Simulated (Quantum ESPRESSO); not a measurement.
CsPbBr3: zone-centre phonons under several settings

```
Pb Cs Br
1.0
     5.87000    0.00000    0.00000
     0.00000    5.87000    0.00000
     0.00000    0.00000    5.87000
Pb Cs Br
1 1 3
Direct
  0.50000 0.50000 0.50000
  0.00000 0.00000 0.00000
  0.50000 0.50000 0.00000
  0.50000 0.00000 0.50000
  0.00000 0.50000 0.50000
```

Measurements of this composition are mostly on another form, of space group No. 62.

All runs used Quantum ESPRESSO 7.5; potentials SPMS 1.0 PBE; k mesh 2 × 2 × 2, shifted; relaxed cell; no spin polarisation; cutoff 680 eV; occupations smeared at first, fixed for the response.

```tsv
level	volume (Å³/atom)	lowest optical mode without the field (cm⁻¹)	highest optical mode without the field (cm⁻¹)
PBE+D2	35.22	43	190
PBE+D3(BJ)	?	?	?
```

Problem. What stands in the row left open?

Solution. Volume 39.70 Å³/atom; lowest optical mode without the field 23 cm⁻¹; highest optical mode without the field 140 cm⁻¹.

